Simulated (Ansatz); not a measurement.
Ansatz input file:

```yaml
crystal:
  lattice:
    - [0.0, 2.965, 2.965]
    - [2.965, 0.0, 2.965]
    - [2.965, 2.965, 0.0]
  atoms:
    - { symbol: Pb, position: [0.0, 0.0, 0.0] }
    - { symbol: S, position: [0.4924114671, 0.5075885329, 0.5075885329] }
basis:
  ecutwfc: 420
kpoints:
  mp_grid: { grid: [10, 10, 10] }
hamiltonian:
  xc: pbe
scf:
  occupations: { method: gaussian, width: 0.05 }
output:
  forces: true
  stress: true
  eigenvalues: true
  populations: true
```

Command:
```bash
ansatz run input.yaml --threads 1 --pin off --max-ram 1331MiB --backend cpu --events-out ev --progress --plain --runs-dir out
```

These are results of DFT PBE, scalar-relativistic, plane waves, PAW (Ansatz 0.2.0), not measurements.

Part of what the program printed, abridged:

```
Pseudopotentials: kind: paw
Pseudopotential: Pb, paw, valence charge 14, recommended cutoff 420 eV (normal)
Pseudopotential: S, paw, valence charge 6, recommended cutoff 420 eV (normal)
Functional definition: PBE
Crystal: 2 atoms, lattice volume = 52.132 Å³
Basis set: ecut = 420 eV, 965 PW (Γ), exchange–correlation on 60×60×60 points (8 copies of the dense FFT grid, shifted against one another)
Bands: 14, of which v1, the nominal top of the filled ones, is band 10 counted from 1 (9 counted from 0)
Symmetry: 8 space group operations
Space group: I4mm (ITA 107), of the structure as read, at distance tolerance 3.7e-5 Å
k-points: 102 of 1000 (time reversal used)
Initial density: superposition of atomic densities (neutral atoms: chi_scale 0, normalization atom), corrected by the library's trained network
Initial wavefunctions: pseudopotential atomic-orbital guess
Functional: x = pbe(κ = 0.804, μ = 0.21951497), c = pbe(β = 0.06672455)
SCF iter   1: F=—  HF=-12809.557301 eV  |F-HF|=—  |Δ(HF+E_count)|=         —  Δρ=9.31e-4  dr2=6.93e-4  ethr=1.77e-3  ⟨swp⟩=6.4  Hψ=8578  notcnv=0
SCF iter   2: F=—  HF=-12809.556064 eV  |F-HF|=—  |Δ(HF+E_count)|=   1.24e-3  Δρ=5.00e-4  dr2=1.46e-4  ethr=3.46e-6  ⟨swp⟩=2.1  Hψ=3296  notcnv=0
SCF iter   3: F=—  HF=-12809.556061 eV  |F-HF|=—  |Δ(HF+E_count)|=   3.15e-6  Δρ=1.87e-4  dr2=1.98e-5  ethr=7.29e-7  ⟨swp⟩=2.7  Hψ=2640  notcnv=0
SCF iter   4: F=—  HF=-12809.556071 eV  |F-HF|=—  |Δ(HF+E_count)|=   1.07e-5  Δρ=4.58e-5  dr2=1.04e-6  ethr=9.92e-8  ⟨swp⟩=2.0  Hψ=1858  notcnv=0
SCF iter   5: F=-12809.556071 eV  HF=-12809.556071 eV  |F-HF|=7.11e-8  |Δ(HF+E_count)|=   1.14e-8  Δρ=1.16e-5  dr2=9.74e-8  ethr=5.22e-9  ⟨swp⟩=2.0  Hψ=2442  notcnv=0
SCF iter   6: F=-12809.556071 eV  HF=-12809.556071 eV  |F-HF|=1.34e-9  |Δ(HF+E_count)|=   2.77e-8  Δρ=3.67e-6  dr2=5.80e-9  ethr=4.87e-10  ⟨swp⟩=3.6  Hψ=6561  notcnv=0
SCF 1 converged in 6 iterations: F = -12809.556071 eV  dr2 = 5.80e-9
SCF converged after 6 iterations
Free energy (F): -12809.556071 eV
Harris-Foulkes:  -12809.556071 eV  (|F-HF|=1.34e-9)
Internal energy: -12809.556071 eV  (E = F + TS)
E sigma→0 (E₀):  -12809.556071 eV
Fermi energy:    8.647238 eV
--- Per-component energies (eV) ---
  E_band       = -55.020815
  E_kinetic    = 393.792110
  E_local      = -1221.108846  (includes V_loc(G=0)·N_el)
  E_nonlocal   = 378.547591
  E_hartree    = 474.870939
  E_xc         = -318.636488
  E_vxc        = -220.628681  (∫ρ·V_xc dr)
  E_paw        = -11003.380698  (= ΣΔE_a)
  E_vpaw       = -335.362121  (= ΣTr[D̂ρ^β])
  E_aug_tail   = 0.000052  (compensation charges beyond the density's cutoff)
  E_ewald      = -1513.640732
  E_smearing   =  0.000000  (= −TS)
--- Forces (eV/Å), atoms counted from 1 ---
  atom   1  Pb     0.02592614     0.00000000     0.00000000
  atom   2  S     -0.02592841     0.00000000     0.00000000
--- Stress (GPa, compression-positive) ---
        2.369710       0.000000       0.000000
        0.000000       2.285267       0.000000
        0.000000       0.000000       2.285267
  P = ⅓ Tr σ = 2.3134 GPa (23.134 kbar)
--- Band table (eV; the first three rows and the last of 102) ---
  k-point 0: bands = ["-8.3691", "-8.3687", "-8.3687", "-8.3532", "-8.3532", "-5.1449", "2.4390", "6.2797", "6.2844", "6.2844", "13.6611", "13.6611", "13.6823", "15.1590"]
  k-point 1: bands = ["-8.3684", "-8.3666", "-8.3664", "-8.3541", "-8.3541", "-5.0591", "2.1357", "6.3076", "6.3111", "6.5135", "12.7795", "13.1166", "13.1352", "15.1439"]
  k-point 2: bands = ["-8.3689", "-8.3686", "-8.3672", "-8.3484", "-8.3482", "-4.8131", "1.4221", "6.3850", "6.3890", "7.0181", "11.4322", "12.1431", "12.1545", "15.1640"]
  k-point 101: bands = ["-8.4693", "-8.3655", "-8.3487", "-8.3387", "-8.3080", "-3.4354", "0.5823", "3.7729", "4.3031", "7.0984", "11.0625", "12.8568", "13.3853", "15.8172"]
--- Löwdin populations: 2 sites ---
  site symbol q [e]
     0     Pb     13.4807
     1      S      6.4598
  spilling = 0.002976 (of n_electrons = 20.000000)
```

Self-consistency was reached.

Spin–orbit coupling is left out, which can shift energies with elements as heavy as these.